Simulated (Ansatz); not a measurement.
Runs of Ansatz 0.2.0 on Zr. It takes space group Fm-3m (No. 225, cubic). The conventional cell has a = 4.510 Å, b = 4.510 Å, c = 4.510 Å, α = 90.00°, β = 90.00°, γ = 90.00°. Zr (site symmetry m-3m) is surrounded by 12 Zr at 3.19 Å. This isn't the form of Zr at room conditions, which is hcp.

| task | level | spin | U | cell | k mesh | cutoff (eV) | smearing | start of the occupations | double counting | hubbard projectors | moments locked | other functionals evaluated on the density | basis error allowed | other keys | gap on the mesh (eV) | pressure (GPa) | moment (μB) | relaxed volume (Å³/atom) |
| --- | --- | --- | --- | --- | --- | --- | --- | --- | --- | --- | --- | --- | --- | --- | --- | --- | --- | --- |
| band structure | PBE+U | non-collinear, random start | Zr d U = 3.5 eV | as given | 8 × 8 × 8 | 173 | cold 0.1 eV | auto | amf | ortho-atomic | - | - | 0.001 eV/atom | - | - | (a) | 0.00 | - |
| relaxation of cell and atoms | PBEsol | collinear, random start | - | relaxed | 10 × 10 × 10 | - | gaussian 0.1 eV | - | - | - | - | - | 0.0005 eV/atom | - | - | 0.0 | 0.00 | 22.27 |
| relaxation of cell and atoms | RPBE+D3(BJ)+U | collinear, random start | Zr d U = 8 eV | relaxed | 10 × 10 × 10 | - | fermi-dirac 0.05 eV | hund | fll | ortho-atomic | - | - | 0.001 eV/atom | - | none | 0.0 | 2.92 | 29.78 |
| single point | PBE | collinear, random start, moments held on the sites | - | cell strained at random at fixed volume | 10 × 10 × 10 | 163 | fermi-dirac 0.05 eV | - | - | - | each atom's moment, at its start value | PBEsol, revPBE, LDA | 0.002 eV/atom | - | none | - | 0.39 | - |
| single point | PBEsol+U | collinear, ferromagnetic start | Zr d U = 5 eV | cell strained at random | 10 × 10 × 10 | 191 | gaussian 0.05 eV | random | amf | ortho-atomic | - | - | 0.0005 eV/atom | scf.n_extra_bands = 16 | none | 5.4 | 0.01 | - |

Alike in all rows: potentials or basis all-electron LAPW, scalar-relativistic.

**Question.** Estimate the missing entries.

**Answer.** (a) 0.7.

Caveats: U is the effective U less J, on atomic orbitals that reach past the spheres (some runs); the U is typed as a test and isn't derived for this compound (some runs); the starting moments weren't kept (some runs); the typed start of the occupations wasn't kept (some runs); the program listed the state as in doubt (some runs); the k mesh is thin for a metal, which can move the energy by tens of meV per atom (some runs); the electronic state changed during the relaxation (some runs).

A k mesh can miss the band edges, and the runs leave out spin-orbit coupling on Zr.

A gap of «none» marks a metal or a gap under the smearing width.

The runs don't all hold the same shells in valence.
